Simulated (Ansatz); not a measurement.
# Os (simple hexagonal type): the cost of one run

Computed with Ansatz 0.2.0 (DFT, PBE, PAW with Ansatz's default frozen-core files, scalar-relativistic, unless a step's input says otherwise).

## Step 1: The structure to begin with

The structure is hexagonal, space group P6/mmm (No. 191). Conventional cell: a = 2.633 Å, b = 2.633 Å, c = 2.475 Å, α = 90.00°, β = 90.00°, γ = 120.00°. Around Os (site symmetry 6/mmm) lie 8 Os at 2.47 to 2.63 Å.

Coordinates:

```
CELL_PARAMETERS angstrom
2.63262 0.00000 0.00000
-1.31631 2.27991 0.00000
0.00000 0.00000 2.47466
ATOMIC_POSITIONS crystal
Os 0.00000 0.00000 0.00000
```

Whether this phase is the stable one at these pressures isn't tested.

## Step 2: Cell relaxed at zero pressure, PAW

input.yaml reads:

```yaml
crystal:
  lattice:
    - [2.6326186943, 0.0, 0.0]
    - [-1.3163093472, 2.2799146678, 0.0]
    - [0.0, 0.0, 2.4746615727]
  atoms:
    - { symbol: Os, position: [0.0, 0.0, 0.0] }
kpoints:
  mp_grid: { grid: [16, 16, 15] }
scf:
  occupations: { method: fermi_dirac, width: 0.05 }
hamiltonian:
  xc: pbe
  pseudopotentials: { kind: paw }
output:
  forces: true
  stress: true
  write_density: true
  write_potential: true
  elf: true
  volumetric_format: npy
relax:
  f_tol: 0.005
  max_steps: 40
  cell: {}
```

Command:

```console
$ ansatz run input.yaml --threads 1 --pin off --max-ram 2048MiB --backend cpu --events-out ev --progress --plain --runs-dir out
```

What time and memory should one allow on 1 thread of Arm Neoverse V2, shared host?

About 14 s, with a peak of 0.33 GiB.
